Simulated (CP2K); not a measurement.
# GaP (F-43m) in CP2K: single point with PBE

Aim: the single point of GaP with PBE.

Program: CP2K 2026.2. These are calculated values, not measurements. Logs are shortened: lines on timing, memory, paths and dates and some standing lists are left out, and cuts for length are marked.

**The experiment to reproduce.**

From “Stacking defects in GaP nanowires: Electronic structure and optical properties”, 2018, arxiv:1810.01194, for a bulk crystal of GaP at 10 K: band gap 2.34 eV (indirect).

The results are compared with them further down.

## Step 1: The structure

Symmetry: F-43m, No. 216, cubic system. Conventional cell: a = 5.451 Å, b = 5.451 Å, c = 5.451 Å, α = 90.00°, β = 90.00°, γ = 90.00°. Ga (site symmetry -43m) has 4 P at 2.36 Å as nearest neighbours. P (site symmetry -43m) has 4 Ga at 2.36 Å as nearest neighbours.

## Step 2: Single point, PBE

The input, gap_scf.inp:

```
&GLOBAL
  PROJECT gap_scf
  RUN_TYPE ENERGY_FORCE
  PRINT_LEVEL LOW
&END GLOBAL
&FORCE_EVAL
  METHOD QS
  STRESS_TENSOR ANALYTICAL
  &DFT
    BASIS_SET_FILE_NAME BASIS_MOLOPT_UZH
    POTENTIAL_FILE_NAME POTENTIAL_UZH
    &MGRID
      CUTOFF 450
      REL_CUTOFF 60
      NGRIDS 5
    &END MGRID
    &QS
      METHOD GPW
      EPS_DEFAULT 1.0E-10
    &END QS
    &KPOINTS
      SCHEME MONKHORST-PACK 8 8 8
      GAMMA_CENTERED T
      SYMMETRY T
      SYMMETRY_BACKEND SPGLIB
    &END KPOINTS
    &SCF
      SCF_GUESS ATOMIC
      EPS_SCF 1.0E-6
      MAX_SCF 100
      ADDED_MOS 10
      CHOLESKY OFF
      EPS_EIGVAL 1.0E-7
      &DIAGONALIZATION ON
        ALGORITHM STANDARD
      &END DIAGONALIZATION
      &MIXING ON
        METHOD BROYDEN_MIXING
        ALPHA 0.4
        BETA 1.5
        NBUFFER 8
      &END MIXING
      &SMEAR ON
        METHOD GAUSSIAN
        SIGMA [eV] 0.011
      &END SMEAR
    &END SCF
    &XC
      &XC_FUNCTIONAL PBE
      &END XC_FUNCTIONAL
    &END XC
    &PRINT
      &KPOINTS ON
      &END KPOINTS
      &MULLIKEN ON
      &END MULLIKEN
      &MO ON
        ENERGIES T
        OCCUPATION_NUMBERS T
        &EACH
          QS_SCF 0
        &END EACH
        ADD_LAST NUMERIC
      &END MO
    &END PRINT
  &END DFT
  &SUBSYS
    &CELL
      A 3.8540855109 0.0000000000 0.0000000000
      B 1.9270427554 3.3377359608 0.0000000000
      C 1.9270427554 1.1125786536 3.1468476422
      PERIODIC XYZ
    &END CELL
    &COORD
      SCALED
      Ga  0.0000000000 0.0000000000 0.0000000000
      P   0.7500000000 0.7500000000 0.7500000000
    &END COORD
    &KIND Ga
      BASIS_SET TZVP-MOLOPT-PBE-GTH-q13
      POTENTIAL GTH-PBE-q13
    &END KIND
    &KIND P
      BASIS_SET TZVP-MOLOPT-PBE-GTH-q5
      POTENTIAL GTH-PBE-q5
    &END KIND
    &PRINT
      &ATOMIC_COORDINATES ON
      &END ATOMIC_COORDINATES
      &CELL ON
      &END CELL
    &END PRINT
  &END SUBSYS
  &PRINT
    &FORCES ON
    &END FORCES
    &STRESS_TENSOR ON
    &END STRESS_TENSOR
  &END PRINT
&END FORCE_EVAL
```

Potentials or basis: POTENTIAL_UZH Ga GTH-PBE-q13, P GTH-PBE-q5; TZVP-MOLOPT-PBE-GTH basis.

Started as:

```
$ OMP_NUM_THREADS=1 cp2k.psmp -i gap_scf.inp -o gap_scf.out
```

gap_scf.out:

```text

 CP2K| version string:                                       CP2K version 2026.2
 CP2K| Input file name                                               gap_scf.inp

 GLOBAL| Force Environment number                                              1
 GLOBAL| Basis set file name                                    BASIS_MOLOPT_UZH
 GLOBAL| Potential file name                                       POTENTIAL_UZH
 GLOBAL| MM Potential file name                                     MM_POTENTIAL
 GLOBAL| Coordinate file name                                      __STD_INPUT__
 GLOBAL| Method name                                                        CP2K
 GLOBAL| Project name                                                    gap_scf
 GLOBAL| Run type                                                   ENERGY_FORCE
 GLOBAL| FFT library                                                       FFTW3
 GLOBAL| Diagonalization library                                       ScaLAPACK
 GLOBAL| Cholesky decomposition library                                ScaLAPACK
 GLOBAL| DGEMM library                                                      BLAS
 GLOBAL| Direct generalized diagonalization requested                          F
 GLOBAL| Matrix multiplication library                                 ScaLAPACK
 GLOBAL| Global print level                                                  LOW
 GLOBAL| Total number of message passing processes                             1
 GLOBAL| Number of threads for this process                                    1
 GLOBAL| CPU model name                                                  UNKNOWN

 CELL| Volume [angstrom^3]:                                            40.480796
 CELL| Vector a [angstrom]:       3.854     0.000     0.000   |a| =     3.854086
 CELL| Vector b [angstrom]:       1.927     3.338     0.000   |b| =     3.854086
 CELL| Vector c [angstrom]:       1.927     1.113     3.147   |c| =     3.854086
 CELL| Angle (b,c), alpha [degree]:                                    60.000000
 CELL| Angle (a,c), beta  [degree]:                                    60.000000
 CELL| Angle (a,b), gamma [degree]:                                    60.000000
 CELL| Numerically orthorhombic:                                              NO
 CELL| Periodicity                                                           XYZ

 CELL_REF| Volume [angstrom^3]:                                        40.480796
 CELL_REF| Vector a [angstrom     3.854     0.000     0.000   |a| =     3.854086
 CELL_REF| Vector b [angstrom     1.927     3.338     0.000   |b| =     3.854086
 CELL_REF| Vector c [angstrom     1.927     1.113     3.147   |c| =     3.854086
 CELL_REF| Angle (b,c), alpha [degree]:                                60.000000
 CELL_REF| Angle (a,c), beta  [degree]:                                60.000000
 CELL_REF| Angle (a,b), gamma [degree]:                                60.000000
 CELL_REF| Numerically orthorhombic:                                          NO
 CELL_REF| Periodicity                                                       XYZ

 GENERATE|  Preliminary Number of Bonds generated:                             0
 GENERATE|  Achieved consistency in connectivity generation.

 *******************************************************************************
 *******************************************************************************
 **            Copyright (C) by CP2K developers group (2000-2026)             **
 *******************************************************************************

 TOTAL NUMBERS AND MAXIMUM NUMBERS

  Total number of            - Atomic kinds:                                   2
                             - Atoms:                                          2
                             - Shell sets:                                     2
                             - Shells:                                        17
                             - Primitive Cartesian functions:                 10
                             - Cartesian basis functions:                     58
                             - Spherical basis functions:                     51

  Maximum angular momentum of- Orbital basis functions:                        3
                             - Local part of the GTH pseudopotential:          0
                             - Non-local part of the GTH pseudopotential:      4

 MODULE QUICKSTEP: ATOMIC COORDINATES IN ANGSTROM

   Atom Kind Element         X             Y             Z       Z(eff)     Mass
      1    1 Ga   31      0.000000      0.000000      0.000000  13.0000  69.7230
      2    2 P    15      5.781128      3.337736      2.360136   5.0000  30.9738

 SCF PARAMETERS         Density guess:                                    ATOMIC
                        --------------------------------------------------------
                        max_scf:                                             100
[... 23 lines left out ...]
 BRILLOUIN| K-point scheme                                        Monkhorst-Pack
 BRILLOUIN| K-Point grid                                             8    8    8
 BRILLOUIN| Gamma-centered k-point mesh                                     ON
 BRILLOUIN| K-point symmetry accuracy                               0.100000E-05
 BRILLOUIN| K-Point point group symmetrization                                ON
 BRILLOUIN| Symmetry backend                                             SPGLIB
 BRILLOUIN| Symmetry reduction method                                    SPGLIB
 BRILLOUIN| Wavefunction type                                            COMPLEX
 BRILLOUIN| List of Kpoints [2 Pi/Bohr]                                       29
 BRILLOUIN| Number           Weight            X              Y              Z
 BRILLOUIN|     1           0.01562       -0.37500       -0.37500       -0.37500
 BRILLOUIN|     2           0.04688       -0.37500       -0.37500       -0.25000
 BRILLOUIN|     3           0.04688       -0.37500       -0.37500       -0.12500
 BRILLOUIN|     4           0.01172       -0.37500       -0.37500        0.00000
 BRILLOUIN|     5           0.04688       -0.37500       -0.37500        0.12500
 BRILLOUIN|     6           0.02344       -0.37500       -0.37500        0.25000
[... 21 lines left out ...]
 BRILLOUIN|    28           0.00781        0.00000        0.00000        0.50000
 BRILLOUIN|    29           0.00586        0.00000        0.50000        0.50000
 *******************************************************************************

 Extrapolation method: initial_guess

 Number of electrons:                                                         18
 Number of occupied orbitals:                                                  9
 Number of molecular orbitals:                                                19

 Number of orbital functions:                                                 51
 Number of independent orbital functions:                                     51

 SCF WAVEFUNCTION OPTIMIZATION

  Step     Update method      Time    Convergence         Total energy    Change
  ------------------------------------------------------------------------------
     1 NoMix/Diag. 0.40E+00    2.9     1.09057238       -81.3350476088 -8.13E+01
     2 Broy./Diag. 0.40E+00    2.7     0.03919929       -81.1508084940  1.84E-01
     3 Broy./Diag. 0.40E+00    2.7     0.08778468       -81.1328152886  1.80E-02
     4 Broy./Diag. 0.40E+00    2.7     0.00926188       -81.1856625902 -5.28E-02
     5 Broy./Diag. 0.40E+00    2.7     0.00425054       -81.2079879083 -2.23E-02
     6 Broy./Diag. 0.40E+00    2.7     0.00235133       -81.2097648601 -1.78E-03
     7 Broy./Diag. 0.40E+00    2.8     0.00130455       -81.2112109388 -1.45E-03
     8 Broy./Diag. 0.40E+00    2.7     0.00029250       -81.2154950194 -4.28E-03
     9 Broy./Diag. 0.40E+00    2.8     0.00012519       -81.2168216751 -1.33E-03
    10 Broy./Diag. 0.40E+00    2.8     0.00001718       -81.2168516497 -3.00E-05
    11 Broy./Diag. 0.40E+00    2.8     0.00005865       -81.2167908212  6.08E-05
    12 Broy./Diag. 0.40E+00    2.7     0.00000354       -81.2167685788  2.22E-05
    13 Broy./Diag. 0.40E+00    2.7     0.00000170       -81.2167589050  9.67E-06
    14 Broy./Diag. 0.40E+00    2.7     0.00000060       -81.2167579391  9.66E-07

  *** SCF run converged in    14 steps ***

  Electronic density on regular grids:        -17.9999999617        0.0000000383
  Core density on regular grids:               17.9999999983       -0.0000000017
  Total charge density on r-space grids:        0.0000000366
  Total charge density g-space grids:           0.0000000366

  Overlap energy of the core charge distribution:               0.00000000046017
  Self energy of the core charge distribution:               -113.68991028286949
  Core Hamiltonian energy:                                     32.80056475191161
  Hartree energy:                                              11.57999062314828
  Exchange-correlation energy:                                -11.90740303173501
  Smearing free energy correction:                              0.00000000000000
  Fermi energy:                                                 0.19899083995104

  Total energy:                                               -81.21675793908446
  Total energy (extrapolated to sigma->0):                    -81.21675793908446

 MO| EIGENVALUES AND OCCUPATION NUMBERS FOR K POINT 1
 MO|
 MO|  Index      Eigenvalue [a.u.]        Eigenvalue [eV]             Occupation
 MO|      1              -0.369145             -10.044947               2.000000
 MO|      2              -0.365815              -9.954322               2.000000
 MO|      3              -0.365815              -9.954322               2.000000
 MO|      4              -0.362740              -9.870661               2.000000
 MO|      5              -0.362740              -9.870661               2.000000
 MO|      6              -0.231760              -6.306497               2.000000
[... 349 lines left out ...]
 MO|     18               0.792349              21.560915               0.000000
 MO|     19               0.847663              23.066073               0.000000
 MO| Sum:                                                              18.000000
 MO| E(Fermi):            0.198991 a.u.          5.414816 eV
 MO| Band gap:            0.192014 a.u.          5.224977 eV

 [... the levels of further k-points ...]

 !-----------------------------------------------------------------------------!
                     Mulliken Population Analysis

 #  Atom  Element  Kind  Atomic population                           Net charge
       1     Ga       1         12.612677                              0.387323
       2     P        2          5.387323                             -0.387323
 # Total charge                             18.000000                  0.000000

 !-----------------------------------------------------------------------------!

 ENERGY| Total FORCE_EVAL ( QS ) energy [hartree]            -81.216757418167603

 FORCES| Atomic forces [hartree/bohr]
 FORCES|   Atom     x               y               z               |f|
 FORCES|      1  9.29259349E-06  5.34299386E-06  3.66176320E-06   1.13273292E-05
 FORCES|      2 -2.13202935E-05 -1.22872119E-05 -8.57203150E-06   2.60578244E-05
 FORCES| Sum    -1.20277000E-05 -6.94421803E-06 -4.91026830E-06
 FORCES| Total atomic force                                       1.47308678E-05

 STRESS| Analytical stress tensor [bar]
 STRESS|                        x                   y                   z
 STRESS|      x        2.95684902614E+04   1.92428306133E+02   1.35946885834E+02
 STRESS|      y        1.92428306133E+02   2.93463627570E+04   7.83820326577E+01
 STRESS|      z        1.35946885834E+02   7.83820326577E+01   2.92913877843E+04
 STRESS| 1/3 Trace                                             2.94020802675E+04
 STRESS| Determinant                                           2.54151422877E+13

 STRESS| Eigenvectors and eigenvalues of the analytical stress tensor [bar]
 STRESS|                        1                   2                   3
 STRESS| Eigenvalues   2.92352324169E+04   2.92359043645E+04   2.97351040212E+04
 STRESS|      x          -0.536895985806     -0.212406354347      0.816471825024
 STRESS|      y           0.832271050693     -0.291755981356      0.471384498601
 STRESS|      z           0.138085475716      0.932610308744      0.333422274931
```

Wall time 46 s (1 thread of Arm Neoverse V2, shared host); peak memory 0.31 GiB.

What came out:

```yaml
Free_energy: -2210.0204 eV
Pressure: 2.9 GPa
Band_gap_on_the_k_mesh: 1.66 eV, indirect (least direct gap 1.78 eV)
Mulliken_charges: Ga +0.39; P -0.39 e
```

Caveat: Mulliken charges move with the basis; the basis of atomic orbitals isn't converged, which shifts pressures, moduli and gaps.

## Step 3: How close it comes

Step 2. Against the measured gap of GaP, 2.34 eV (indirect; 10 K; quoted in “Stacking defects in GaP nanowires: Electronic structure and optical properties”, 2018, arxiv:1810.01194), the calculated 1.66 eV is off by -0.68 eV. Spin-orbit coupling on Ga is left out. The value is that of PBE in an atomic basis (POTENTIAL_UZH Ga GTH-PBE-q13, P GTH-PBE-q5; TZVP-MOLOPT-PBE-GTH basis), whose error adds to the functional's, on a finite k mesh, which can miss the band edges, without temperature or zero-point motion. Semilocal functionals fall short of measured gaps as a rule.
